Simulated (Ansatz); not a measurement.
Ca: how the plane-wave cutoff moves the results

These are results of DFT PBE, scalar-relativistic, plane waves, PAW in Ansatz, not measurements.

```
Ca
1.0
     1.97128   -3.39549    0.00000
     1.97128    3.39549    0.00000
     0.00000    0.00000    6.50911
Ca
2
Direct
  0.83559 0.16441 0.25000
  0.16441 0.83559 0.75000
```

The Γ-centred k-mesh is 12×12×8 and the occupation rule is Gaussian smearing, 0.1 eV. The spin treatment is unpolarised and the valence charge of the PAW sets is Ca 10.

The atoms are held and the plane-wave cutoff is swept. Energies are extrapolated to zero smearing and count from the reference run, 600 eV. The cell isn't necessarily relaxed at this level. Pressure is positive in compression and holds a correction for the finite cutoff (Pulay stress).

Question: One run gave ΔE = 170 meV/atom and P = -0.59 GPa. Which plane-wave cutoff did it use, of 200, 250, 300, 350, 420, 500?

Answer: 250 eV. All runs:

```tsv
cutoff (eV)	ΔE (meV/atom)	P (GPa)	largest change of a force component (eV/Å)	plane waves at Γ
200	1344	-0.23	0.003	557
250	170	-0.59	0.001	769
300	15.5	-0.47	0.000	1039
350	1.14	-0.46	0.000	1287
420	0.39	-0.47	0.000	1729
500	0.05	-0.47	0.000	2221
600	0.00	-0.47	0.000	2901
```

This form isn't the element's structure at ambient conditions.